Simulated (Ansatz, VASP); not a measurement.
Ir: VASP beside Ansatz

Contents of INCAR:

```
SYSTEM = Ir
PREC = Accurate ; ENCUT = 520
EDIFF = 1E-7 ; ISMEAR = 0
SIGMA = 0.1 ; LREAL = .FALSE.
LASPH = .TRUE. ; NELM = 80
ALGO = Normal ; ISIF = 2
LWAVE = .FALSE. ; LCHARG = .FALSE.
GGA = PS ; NBANDS = 10
```

KPOINTS

```
regular mesh
0
G
  18 18 18
  0 0 0
```

Contents of POSCAR:

```
Ir
1.0
    0.0000000000      1.9526905234      1.9526905234
    1.9526905234      0.0000000000      1.9526905234
    1.9526905234      1.9526905234      0.0000000000
Ir
1
Direct
    0.0000000000      0.0000000000      0.0000000000
```

Input for Ansatz:

```yaml
crystal:
  lattice:
    - [0.0, 1.9526905234, 1.9526905234]
    - [1.9526905234, 0.0, 1.9526905234]
    - [1.9526905234, 1.9526905234, 0.0]
  atoms:
    - { symbol: Ir, position: [0.0, 0.0, 0.0] }
basis:
  ecutwfc: 420
kpoints:
  mp_grid: { grid: [18, 18, 18] }
hamiltonian:
  xc: pbesol
scf:
  occupations: { method: gaussian, width: 0.1 }
output:
  forces: true
  stress: true
  eigenvalues: true
```

Alike in both runs: task single point; functional PBEsol; k mesh 18 × 18 × 18; occupations gaussian, width 0.1 eV; no spin polarisation.

|  | VASP | Ansatz |
| --- | --- | --- |
| version | VASP 6.6.1 | Ansatz 0.2.0 |
| potentials or method | VASP PAW PBE potentials, release 64 (Ir) | scalar-relativistic, plane waves, PAW |
| plane-wave cutoff (eV) | 520 | 420 |
| valence electrons in the cell | 9 | 17 |

```tsv
	VASP	Ansatz	Ansatz less VASP
gap on the k mesh at the Fermi level (eV)	none	none	-
pressure (GPa)	-18.8	-19.5	-0.63
```

A gap of «none» marks a metal or a gap that the smearing closes. The two sets of potentials don't hold the same shells in valence.

Caveats: so large a pressure means that the cell lies far from this level's equilibrium, or that cutoff or potentials fall short (VASP); the potentials were made for another functional, which shifts forces and pressure (VASP). Spin-orbit coupling is left out, which matters for the levels of Ir.
